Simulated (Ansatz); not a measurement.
Level of theory: Ansatz, DFT PBE, scalar-relativistic, plane waves, PAW. Settings: cutoff 420 eV, Γ-centred meshes spaced at most about 0.3 Å⁻¹ (2π included), Gaussian smearing. No spin polarisation.

Each guess is relaxed in cell and atoms at zero pressure, on a coarse mesh first where it starts far from rest and then on a converged one. The steps can't lower the symmetry of the start, but it can rise. Energies are static (0 K, no zero-point motion).

Two unrelaxed guesses for Hf2SiO6:

A.

```
Hf Si O
1.0
     4.19603   -2.42258    0.00000
     4.19603    2.42258    0.00000
     0.00000    0.00000    5.35416
Hf Si O
2 1 6
Direct
  0.00000 0.53109 0.83333
  0.46891 0.00000 0.16667
  0.53109 0.46891 0.50000
  0.85583 0.41339 0.61822
  0.73078 0.85583 0.95156
  0.41339 0.73078 0.28489
  0.14417 0.26922 0.04844
  0.58661 0.14417 0.38178
  0.26922 0.58661 0.71511
```

B.

```
Hf Si O
1.0
    -1.85801    1.85801    7.88285
     1.85801   -1.85801    7.88285
     1.85801    1.85801   -7.88285
Hf Si O
2 1 6
Direct
  0.66667 0.66667 0.00000
  0.33333 0.33333 0.00000
  0.00000 0.00000 0.00000
  0.08333 0.58333 0.50000
  0.75000 0.25000 0.50000
  0.41667 0.91667 0.50000
  0.25000 0.75000 0.50000
  0.91667 0.41667 0.50000
  0.58333 0.08333 0.50000
```

Question: Where do they end, and which end is lower?

Answer: A ends lower, by 0.46 eV/atom. A: C2 at 12.1 Å³/atom → C222 at 20.9 Å³/atom; B: I4/mmm at 12.1 Å³/atom → I4/mmm at 10.2 Å³/atom. Counting O atoms around Hf and Si (those within 1.25 times the shortest such distance or 1.15 times the sum of covalent radii; the shortest distance is added where it is long for a bond), the end of A has Hf 4, Si 4 and the end of B has Hf 8, Si 8 from 2.1 Å. End of A. Conventional cell: a = 5.994 Å, b = 9.790 Å, c = 6.419 Å. Hf has 4 O at 1.95 Å; Si is surrounded by 4 O at 1.64 Å; around O on a site of symmetry 1 lie 1 Si at 1.64 Å and 1 Hf at 1.95 Å; 1 more site not described. End of B. Conventional cell: a = 3.499 Å, c = 14.959 Å. Hf is surrounded by 8 O at 2.17–2.18 Å; around Si lie 8 O at 2.09 Å; around O on a site of symmetry 2mm lie 2 Si at 2.09 Å, 2 Hf at 2.18 Å, 1 O at 2.30 Å and 5 O at 2.47–2.59 Å; 1 more site not described.

Cells without such a test can be saddle points. Shaken at random and relaxed again, the end of A came back. Spin–orbit coupling, which can matter for Hf, is left out.
